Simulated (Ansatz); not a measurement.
# Moving the strain (εzz = s) in WSi2

```
W Si
1.0
    -1.60690    1.60690    3.91495
     1.60690   -1.60690    3.91495
     1.60690    1.60690   -3.91495
W Si
1 2
Direct
  0.00000 0.00000 0.00000
  0.66530 0.66530 0.00000
  0.33470 0.33470 0.00000
```

Kept alike: task single point; functional PBEsol; k mesh 10 × 10 × 10; occupations fermi-dirac, width 0.05 eV; no spin polarisation. Program: Ansatz, Ansatz PAW, cutoff 420 eV. The mesh is that of the run's cell of 3 atoms. No spin-orbit coupling.

| s | free energy over the lowest row (meV/atom) |
| --- | --- |
| -0.04 | 35.71 |
| -0.02 | 6.86 |
| -0.01 | 0.92 |
| 0 | 0.00 |
| 0.01 | 3.68 |
| 0.02 | 11.51 |
| 0.04 | 37.84 |

The cell shown is the unstrained one; x, y and z are its Cartesian axes; atoms keep their fractions. For a metal such a mesh leaves the last digits unconverged. All rows use potentials made for PBE.

The free energy is lowest at 0, and 37.84 meV an atom higher at 0.04.
